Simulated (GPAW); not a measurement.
# BeS (F-43m) in GPAW: convergence with basis set

Aim: find how far basis set must go before the results for BeS settle, at PBE. This setting moves, with any that are tied to it; all else stays.

Everything below comes from runs of GPAW 26.7.0. Logs are shortened: lines on timing, memory, paths and dates and some standing lists are left out, and cuts for length are marked. The log counts tension as positive stress, the text compression.

## Step 1: Starting point

The structure is cubic, space group F-43m (No. 216). The conventional cell has a = 4.850 Å, b = 4.850 Å, c = 4.850 Å, α = 90.00°, β = 90.00°, γ = 90.00°. Around S (site symmetry -43m) lie 4 Be at 2.10 Å. Be (site symmetry -43m) is surrounded by 4 S at 2.10 Å.

## Step 2: With basis set lcao:sz(dzp)

File run.py:

```python
from ase import Atoms
from ase.dft.bandgap import bandgap
from ase.io import write
from gpaw import GPAW

atoms = Atoms(['S', 'Be'],
              cell=[[0.0, 2.425, 2.425],
                    [2.425, 0.0, 2.425],
                    [2.425, 2.425, 0.0]],
              scaled_positions=[[0.75, 0.75, 0.75],
                                [0.0, 0.0, 0.0]],
              pbc=True)

calc = GPAW(mode='lcao',
            h=0.16,
            basis='sz(dzp)',
            xc='PBE',
            kpts={'size': (9, 9, 9), 'gamma': True},
            occupations={'name': 'fermi-dirac', 'width': 0.05},
            convergence={'density': 1e-05, 'energy': 1e-05},
            maxiter=100,
            txt='gpaw.txt')
atoms.calc = calc
energy = atoms.get_potential_energy()
forces = atoms.get_forces()
calc.write('gs.gpw')
write('result.traj', atoms)
print(f'Energy: {energy:.6f} eV')
print('Forces (eV/A):')
print(forces.round(4))
print('Fermi level:', round(calc.get_fermi_level(), 4), 'eV')
print(f'Gap: {bandgap(calc)[0]:.4f} eV, direct: {bandgap(calc, direct=True)[0]:.4f} eV')
```

Potentials or basis: GPAW PAW data sets (gpaw-data 1.2.1), lcao:sz(dzp).

Run with:

```
> OMP_NUM_THREADS=1 python run.py
```

gpaw.txt:

```text
__  _  _
 | _ |_)|_||  |
 |__||  | ||/\| - 26.7.0

Input parameters:
  mode=LCAO(),
  basis={'default': 'sz(dzp)'},
  convergence={'density': 1e-05, 'energy': 1e-05},
  h=0.16,
  kpts=MonkhorstPack(size=(9, 9, 9), gamma=True),
  maxiter=100,
  occupations=Occupations(name='fermi-dirac', width=0.05),
  xc=XC(name='PBE')

                   S

       Be

Atoms  # Å, Bohr magnetons
|   | symbol |        x |        y |        z |    initial magnetic moments |
|---|--------|----------|----------|----------|-----------------------------|
| 0 |      S | 3.637500 | 3.637500 | 3.637500 | ( 0.0000,  0.0000,  0.0000) |
| 1 |     Be | 0.000000 | 0.000000 | 0.000000 | ( 0.0000,  0.0000,  0.0000) |

Unit cell  # Å
| periodic |        x |        y |        z |  lengths |    angles |
|----------|----------|----------|----------|----------|-----------|
|      yes | 0.000000 | 2.425000 | 2.425000 | 3.429468 | 60.000000 |
|      yes | 2.425000 | 0.000000 | 2.425000 | 3.429468 | 60.000000 |
|      yes | 2.425000 | 2.425000 | 0.000000 | 3.429468 | 60.000000 |

Number of symmetries: 24
Symmetry operations  # r_c * U_cc + t_c -> r_c
|    | kind |            matrix            |
|----|------|------------------------------|
|  0 |  E   |  1, 0, 0,  0, 1, 0,  0, 0, 1 |
|  1 |  σ   |  1, 0, 0,  0, 0, 1,  0, 1, 0 |
|  2 |  σ   |  1, 0,-1,  0, 1,-1,  0, 0,-1 |
|  3 |  C3  |  1, 0,-1,  0, 0,-1,  0, 1,-1 |
|  4 |  C3  |  1,-1, 0,  0,-1, 1,  0,-1, 0 |
|  5 |  σ   |  1,-1, 0,  0,-1, 0,  0,-1, 1 |
|  6 |  σ   |  0, 1, 0,  1, 0, 0,  0, 0, 1 |
|  7 |  C3  |  0, 1, 0,  0, 0, 1,  1, 0, 0 |
|  8 |  C2  |  0, 1,-1,  1, 0,-1,  0, 0,-1 |
|  9 |  S4  |  0, 1,-1,  0, 0,-1,  1, 0,-1 |
| 10 |  C3  |  0, 0, 1,  1, 0, 0,  0, 1, 0 |
| 11 |  σ   |  0, 0, 1,  0, 1, 0,  1, 0, 0 |
| 12 |  S4  |  0, 0,-1,  1, 0,-1,  0, 1,-1 |
| 13 |  C3  |  0, 0,-1,  0, 1,-1,  1, 0,-1 |
| 14 |  S4  |  0,-1, 1,  1,-1, 0,  0,-1, 0 |
| 15 |  C2  |  0,-1, 1,  0,-1, 0,  1,-1, 0 |
| 16 |  C3  |  0,-1, 0,  1,-1, 0,  0,-1, 1 |
| 17 |  S4  |  0,-1, 0,  0,-1, 1,  1,-1, 0 |
| 18 |  S4  | -1, 1, 0, -1, 0, 1, -1, 0, 0 |
| 19 |  C3  | -1, 1, 0, -1, 0, 0, -1, 0, 1 |
| 20 |  C3  | -1, 0, 1, -1, 1, 0, -1, 0, 0 |
| 21 |  S4  | -1, 0, 1, -1, 0, 0, -1, 1, 0 |
| 22 |  σ   | -1, 0, 0, -1, 1, 0, -1, 0, 1 |
| 23 |  C2  | -1, 0, 0, -1, 0, 1, -1, 1, 0 |

BZ-sampling:
  Number of BZ points: 729
  Number of IBZ points: 35

  Monkhorst-Pack size: [9, 9, 9]
  Monkhorst-Pack shift: [0, 0, 0]

K-points  # in reciprocal-cell coordinates
|     |                                coordinates |     weight |
|-----|--------------------------------------------|------------|
|   0 | (  0.00000000,   0.00000000,   0.00000000) | 0.00137174 |
|   1 | (  0.11111111,   0.11111111,   0.00000000) | 0.00823045 |
|   2 | (  0.11111111,   0.11111111,   0.11111111) | 0.01097394 |
|   3 | (  0.22222222,   0.11111111,   0.11111111) | 0.01646091 |
|   4 | (  0.22222222,   0.22222222,   0.00000000) | 0.00823045 |
|   5 | (  0.22222222,   0.22222222,   0.11111111) | 0.03292181 |
|   6 | (  0.22222222,   0.22222222,   0.22222222) | 0.01097394 |
|   7 | (  0.33333333,   0.22222222,   0.11111111) | 0.03292181 |
|   8 | (  0.33333333,   0.22222222,   0.22222222) | 0.03292181 |
|   9 | (  0.33333333,   0.33333333,  -0.33333333) | 0.01646091 |
| ... |                                            |            |
|  34 | (  0.44444444,   0.44444444,   0.44444444) | 0.01097394 |

basis functions: 5
Spin-components: 1 (collinear spins)
Bands:           5
Projectors:      8
Spin-degeneracy: 2
Datatype:        <class 'complex'>

Parallelization:
  kpt:    1
  domain: 1
  band:   1

Density:
  Valence electrons: 8.0
  Components: 1
  Grid points: [16 16 16]
  Charge: 0.0  # |e|

Potential:
  Grid points: [16 16 16]
[... 176 lines left out ...]

Potential:
  Grid points: [16 16 16]

species:
  S:
    name:    Sulfur
    Z:       16.0
    valence: 6
    core:    10
    charge:  0.0  # [|e|]
    compensation charges:
      type: gauss
      rc: 0.24  # [Å]
      lmax: 2
    cutoffs:
      filter: 1.77  # [Å]
      core: 1.66  # [Å]
    projectors
    | kind |    occ | energy [eV] | rcut [Å] |
    |------|--------|-------------|----------|
    |   3s |  2.000 |     -17.254 |    0.974 |
    |   3p |  4.000 |      -7.008 |    0.979 |
    |    s |        |       9.957 |    0.974 |
    |    p |        |      20.203 |    0.979 |
    |    d |        |       0.000 |    0.900 |

    LCAO basis set for S:
      Name: sz(dzp)
      File: <dir>
      Number of radial functions: 2
      Number of spherical harmonics: 4
        l=0, rc=5.5156 Bohr: 3s-sz confined orbital
        l=1, rc=6.9375 Bohr: 3p-sz confined orbital
      Number of RI-basis functions 0

  Be:
    name:    Beryllium
    Z:       4.0
    valence: 2
    core:    2
    charge:  0.0  # [|e|]
    compensation charges:
      type: gauss
      rc: 0.25  # [Å]
      lmax: 2
    cutoffs:
      filter: 1.42  # [Å]
      core: 1.77  # [Å]
    projectors
    | kind |    occ | energy [eV] | rcut [Å] |
    |------|--------|-------------|----------|
    |   2s |  2.000 |      -5.610 |    0.794 |
    |   2p |  0.000 |      -2.018 |    0.794 |
    |    s |        |      21.602 |    0.794 |

    LCAO basis set for Be:
      Name: sz(dzp)
      File: <dir>
      Number of radial functions: 1
      Number of spherical harmonics: 1
        l=0, rc=8.2188 Bohr: 2s-sz confined orbital
      Number of RI-basis functions 0

Reference energy: -11255.804871  # eV

eigensolver:
  <gpaw.new.lcao.eigensolver.LCAOEigensolver object>
density mixing:
  MSR1-Mixer
  Pratt-step length: 0.05
  Maximum mixing coefficient: 0.75
  Old densities: 10
  SVD Regularization: 0.005
  Good broyden scale: 1.0
  Trust region scale: 1.0
  Backstep threshold: 4.0
  History deletion threshold: 6.0
  Fourier metric: weight=20.0, sigma=0.015

occupation numbers:
  Fermi-Dirac:
    width: 0.0500  # eV

FastPoissonSolver using
    Stencil: 12*3+1=37 point O(h^6) finite-difference Laplacian
    FFT axes: [np.int64(0), np.int64(1), np.int64(2)]
    FST axes: []

xc functional:
  name: PBE with 2 nearest neighbor stencil
interpolation: tri-quintic # 5. degree polynomial

convergence criteria:
- Maximum integral of absolute [dens]ity change: 1e-05 electrons / valence electron
- Maximum [total energy] change in last 3 cyles: 1e-05 eV / valence electron
- Maximum integral of absolute [eigenst]ate change: 4e-08 eV^2 / valence electron
maximum number of iterations: 100

SCF iterations
|iter     | |      energy | eigst |  dens |
|---------|-|-------------|-------|-------|
|iter:   1| |   -5.647646 |      c|       |
|iter:   2| |   -5.484633 |      c| -0.72 |
|iter:   3| |   -4.394701 |      c| -0.74 |
|iter:   4| |   -4.349914 |      c| -1.41 |
|iter:   5| |   -4.349940 |      c| -2.66 |
|iter:   6| |   -4.349949c|      c| -3.12 |
|iter:   7| |   -4.349949c|      c| -4.82 |
|iter:   8| |   -4.349949c|      c| -5.28c|

Converged in 8 steps
Energy contributions relative to reference atoms: (reference = -11255.804871)

Energy contributions:
  Kinetic:          71.465945
  Coulomb:         -59.609136
  Zero:              0.094441
  External:          0.000000
  Xc:              -16.301199
  Entropy:          -0.000000
  Spinorbit:         0.000000
  ----------------------------
  Free energy:      -4.349949
  Extrapolated:     -4.349949

dipole moment: (-2.069074, -2.069074, -2.069074)  # |e|*Ang

Fermi level: 7.938
Eigenvalues  # (at kpt = [0.000, 0.000, 0.000])
| band index |      eig [eV] | occ [0-2] |
|------------|---------------|-----------|
|          0 |        -7.651 |     2.000 |
|          1 |         7.010 |     2.000 |
|          2 |         7.010 |     2.000 |
|          3 |         7.012 |     2.000 |
|          4 |        11.613 |     0.000 |

Gap: 4.601 eV
Transition (v -> c):
  (s=0, k=0, n=3, [0.00, 0.00, 0.00]) -> (s=0, k=0, n=4, [0.00, 0.00, 0.00])
No difference between direct/indirect transitions

Forces  # eV/Ang
|       x |        y |        z |
|---------|----------|----------|
| 0.00000 | -0.00000 | -0.00000 |  # S    0
| 0.00000 |  0.00000 |  0.00000 |  # Be   1

# Writing to gs.gpw (mode='')
```

stdout:

```text
Energy: -4.349949 eV
Forces (eV/A):
[[ 0. -0. -0.]
 [ 0.  0.  0.]]
Fermi level: 7.938 eV
Gap: 4.6005 eV, direct: 4.6005 eV
```

It took 5.7 s on 1 thread of Arm Neoverse V2, shared host; peak memory 0.13 GiB.

What came out:

- Free energy: -4.3499 eV
- Band gap on the k mesh: 4.60 eV, direct

## Step 3: With basis set lcao:szp(dzp)

Edit run.py of step 2 so:

```diff
@@ -15,3 +15,3 @@
             h=0.16,
-            basis='sz(dzp)',
+            basis='szp(dzp)',
             xc='PBE',
```

Potentials or basis: GPAW PAW data sets (gpaw-data 1.2.1), lcao:szp(dzp).

Run with:

```
> OMP_NUM_THREADS=1 python run.py
```

Wall time 18 s (1 thread of Arm Neoverse V2, shared host); peak memory 0.14 GiB.

What came out:

```yaml
Free_energy: -8.9520 eV
Band_gap_on_the_k_mesh: 5.80 eV, direct
```

## Step 4: With basis set lcao:dz(dzp)

Edit run.py of step 3 so:

```diff
@@ -15,3 +15,3 @@
             h=0.16,
-            basis='szp(dzp)',
+            basis='dz(dzp)',
             xc='PBE',
```

Potentials or basis: GPAW PAW data sets (gpaw-data 1.2.1), lcao:dz(dzp).

Run with:

```
> OMP_NUM_THREADS=1 python run.py
```

Run time: 7.3 s. Hardware: 1 thread of Arm Neoverse V2, shared host; peak memory 0.13 GiB.

Results:

* Free energy: -6.4375 eV
* Band gap on the k mesh: 5.19 eV, direct

## Step 5: With basis set lcao:dzp

Edit run.py of step 4 so:

```diff
@@ -15,3 +15,3 @@
             h=0.16,
-            basis='dz(dzp)',
+            basis='dzp',
             xc='PBE',
```

Potentials or basis: GPAW PAW data sets (gpaw-data 1.2.1), lcao:dzp.

Run with:

```
> OMP_NUM_THREADS=1 python run.py
```

Run time: 24 s. Hardware: 1 thread of Arm Neoverse V2, shared host; peak memory 0.14 GiB.

It converged, with:

```yaml
Free_energy: -9.1620 eV
Band_gap_on_the_k_mesh: 4.11 eV, indirect (least direct gap 5.80 eV)
```

## Step 6: With basis set fd

Edit run.py of step 5 so:

```diff
@@ -13,5 +13,4 @@
 
-calc = GPAW(mode='lcao',
+calc = GPAW(mode='fd',
             h=0.16,
-            basis='dzp',
             xc='PBE',
@@ -19,2 +18,3 @@
             occupations={'name': 'fermi-dirac', 'width': 0.05},
+            nbands=11,
             convergence={'density': 1e-05, 'energy': 1e-05},
```

Potentials or basis: GPAW PAW data sets (gpaw-data 1.2.1), fd.

Run with:

```
> OMP_NUM_THREADS=1 python run.py
```

Wall time 11 s (1 thread of Arm Neoverse V2, shared host); peak memory 0.16 GiB.

It converged, with:

| Item | Value |
| --- | --- |
| Free energy | -9.8590 eV |
| Band gap on the k mesh | 3.19 eV, indirect (least direct gap 5.64 eV) |

## Step 7: With basis set pw

Edit run.py of step 6 so:

```diff
@@ -3,3 +3,4 @@
 from ase.io import write
-from gpaw import GPAW
+from ase.units import GPa
+from gpaw import GPAW, PW
 
@@ -13,4 +14,3 @@
 
-calc = GPAW(mode='fd',
-            h=0.16,
+calc = GPAW(mode=PW(800),
             xc='PBE',
@@ -25,2 +25,3 @@
 forces = atoms.get_forces()
+stress = atoms.get_stress()
 calc.write('gs.gpw')
@@ -30,2 +31,3 @@
 print(forces.round(4))
+print('Stress (GPa):', (stress / GPa).round(3))
 print('Fermi level:', round(calc.get_fermi_level(), 4), 'eV')
```

Potentials or basis: GPAW PAW data sets (gpaw-data 1.2.1), pw.

Run with:

```
> OMP_NUM_THREADS=1 python run.py
```

Wall time 10 s (1 thread of Arm Neoverse V2, shared host); peak memory 0.15 GiB.

It converged, with:

```
Free energy            : -9.9276 eV
Pressure               : 2.2 GPa
Band gap on the k mesh : 3.20 eV, indirect (least direct gap 5.64 eV)
```

## Step 8: Summary

| basis set | energy less the tightest run, at zero smearing (meV/atom) | gap on the mesh (eV) | SCF cycles | CPU time (s) | peak memory (GiB) |
| --- | --- | --- | --- | --- | --- |
| lcao:sz(dzp) | 2788.84 | 4.601 | 8 | 5.7 | 0.13 |
| lcao:szp(dzp) | 487.82 | 5.798 | 7 | 18 | 0.14 |
| lcao:dz(dzp) | 1745.05 | 5.190 | 8 | 7.3 | 0.13 |
| lcao:dzp | 382.83 | 4.112 | 9 | 24 | 0.14 |
| fd | 34.32 | 3.194 | 9 | 11 | 0.16 |
| pw | 0.00 | 3.195 | 9 | 10 | 0.15 |

Against the tightest run, the gap on the mesh stays within 0.01 eV from fd on. Not settled before the last step: the energy (to 1 meV/atom). The tightest run that finished is the yardstick and may itself not be fully converged.

Caveats: an odd mesh through Γ misses points on the zone boundary, where band edges often lie.
